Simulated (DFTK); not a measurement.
**Nb under changes of volume**

One of the cells (18.428 Å³/atom); the others are scaled copies at fixed shape and fractional positions:

```
Nb
1.0
    -1.66395    1.66395    1.66395
     1.66395   -1.66395    1.66395
     1.66395    1.66395   -1.66395
Nb
1
Direct
  0.00000 0.00000 0.00000
```

| Property | Result |
| --- | --- |
| Program | DFTK 0.8.2 |
| Functional | PBEsol |
| Potentials or basis | dojo.nc.sr.pbesol.v0_4_1.standard.upf (PBEsol) |
| Cutoff | 1116 eV |
| k mesh | 11 × 11 × 11 |
| Occupations | fermi-dirac, width 0.05 eV |
| Spin | no spin polarisation |

```tsv
volume (Å³/atom)	energy over the lowest point (meV/atom)	pressure (GPa)
17.322	2.59	3.0
17.691	0.00	-0.9
18.060	5.84	-4.4
18.428	19.51	-7.7
18.797	40.41	-10.7
19.165	?	?
19.534	101.45	-15.8
```

Question: What does the run at 19.165 Å³/atom give?

Answer: Energy over the lowest point 67.93 meV/atom; pressure -13.4 GPa.

Worked out: A Birch-Murnaghan fit of order 3 (a polynomial in V^(-2/3)) to the other rows has its minimum at 17.62 Å³/atom with B0 = V·E''(V) = 179 GPa and B' = 2.9. It gives 67.84 meV/atom at 19.165 Å³/atom, against the run's 67.93, and -dE/dV = -13.3 GPa, against -13.4.

Energies are extrapolated to zero smearing.
